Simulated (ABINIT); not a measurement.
SnTe in ABINIT: convergence with tolvrs

Crystal: SnTe.

```
Te Sn
1.0
     0.00000    3.15085    3.15085
     3.15085    0.00000    3.15085
     3.15085    3.15085    0.00000
Te Sn
1 1
Direct
  0.50000 0.50000 0.50000
  0.00000 0.00000 0.00000
```

- Program: ABINIT 10.8.3 (patched build)
- Task: single point
- Functional: r2SCAN
- Potentials or basis: JTH PAW PBE v2.0 sp
- Cutoff: 707 eV
- k mesh: 7 × 7 × 7
- Occupations: fermi-dirac, width 0.1 eV
- Spin: no spin polarisation

These are the settings of the first run; the series varies tolvrs, with any setting tied to it.

Hardware: 1 thread of Arm Neoverse V2 (shared host).

```
tolvrs  energy less the tightest run, at zero smearing (meV/atom)  pressure (GPa)  SCF cycles  CPU time (s)  peak memory (GiB)
  0.01                                                       0.02            1.23           4            25               0.19
 0.001                                                       0.02            1.23           4            25               0.19
0.0001                                                       0.00            1.33           5            29               0.19
 1e-05                                                       0.00            1.31           6            34               0.19
 1e-06                                                       0.00            1.30           7            38               0.19
 1e-08                                                       0.00            1.30           8            43               0.19
 1e-10                                                       0.00            1.30          10            52               0.19
 1e-13                                                       0.00            1.30          12            62               0.19
```

Against the tightest run, the energy stays within 1 meV/atom from 0.01 on; the pressure stays within 0.1 GPa from 0.01 on. The tightest run that finished is the yardstick and may itself not be fully converged.

Caveat, for the tightest run too: the PAW data sets were made with another functional, which shifts forces and pressure a little; this set keeps more shells in the core, which shifts pressures and gaps. The run has no spin-orbit coupling, so splittings on Te are missing.
